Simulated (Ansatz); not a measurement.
**PbSe under changes of volume**

One of the cells (27.098 Å³/atom); the others are scaled copies at fixed shape and fractional positions:

```xyz
2
Lattice="3.7843 0.0000 0.0000 0.0000 3.7843 0.0000 0.0000 0.0000 3.7843" Properties=species:S:1:pos:R:3 pbc="T T T"
Pb    0.0000    0.0000    0.0000
Se    1.8922    1.8922    1.8922
```

Measurements of this composition are mostly on another form, of space group No. 225.

```yaml
Program: Ansatz 0.2.0
Functional: PBEsol
Potentials_or_basis: Ansatz PAW
Cutoff: "420 eV (not typed: the program's choice for these potentials)"
k_mesh: 7 × 7 × 7
Occupations: fermi-dirac, width 0.05 eV
Spin: no spin polarisation
```

| volume (Å³/atom) | energy over the lowest point (meV/atom) | pressure (GPa) |
| --- | --- | --- |
| 25.472 | 0.00 | -0.2 |
| 26.014 | 2.69 | -1.3 |
| 26.556 | 9.03 | -2.4 |
| 27.098 | 18.59 | -3.3 |
| 27.640 | 31.01 | -4.0 |
| 28.182 | 45.90 | -4.7 |
| 28.724 | ? | ? |

What does the run at 28.724 Å³/atom give?

Energy over the lowest point 63.01 meV/atom; pressure -5.4 GPa.

Worked out: A Birch-Murnaghan fit of order 3 (a polynomial in V^(-2/3)) to the other rows has its minimum at 25.38 Å³/atom, just outside them, with B0 = V·E''(V) = 59 GPa and B' = 4.9. It gives 63.00 meV/atom at 28.724 Å³/atom, against the run's 63.01, and -dE/dV = -5.4 GPa, against -5.4.

Energies are extrapolated to zero smearing.

Caveats: the PAW data sets come from PBE, with cores solved anew for the run's functional, which leaves a small shift of forces and pressure.
